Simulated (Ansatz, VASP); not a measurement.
**Two plane-wave programs on AlN**

```
Al N
1.0
     2.96436   -4.66471    0.00000
     2.96436    4.66471    0.00000
     0.00000    0.00000    2.95034
Al N
2 2
Direct
  0.00000 0.00000 0.00000
  0.50000 0.50000 0.50000
  0.70847 0.70847 0.00000
  0.29153 0.29153 0.00000
```

Change from the starting cell: ordered vacancies on the anion sites of rutile (Cmmm, No. 65).

Alike in both runs: functional PBE; k mesh 8 × 8 × 12; occupations gaussian, width 0.01 eV; no spin polarisation.

Ansatz relaxed the structure, and its values are those at the end. VASP's run is a single point on that final structure, the one shown.

|  | VASP | Ansatz |
| --- | --- | --- |
| version | VASP 6.6.1 | Ansatz 0.2.0 |
| potentials or method | VASP PAW PBE potentials, release 64 (Al, N) | scalar-relativistic, plane waves, PAW |
| plane-wave cutoff (eV) | 520 | 420 |
| valence electrons in the cell | 16 | 16 |

```tsv
	VASP	Ansatz	Ansatz less VASP
gap on the k mesh at the Fermi level (eV)	0.10	0.10	+0.003
least direct gap on the mesh (eV)	0.32	0.32	+0.006
pressure (GPa)	0.0	0.0	+0.01
rms of the force components (eV/Å)	0.011	0.001	-0.0103
```

The functional is the same, so the differences come from potentials, cutoffs and numerics.
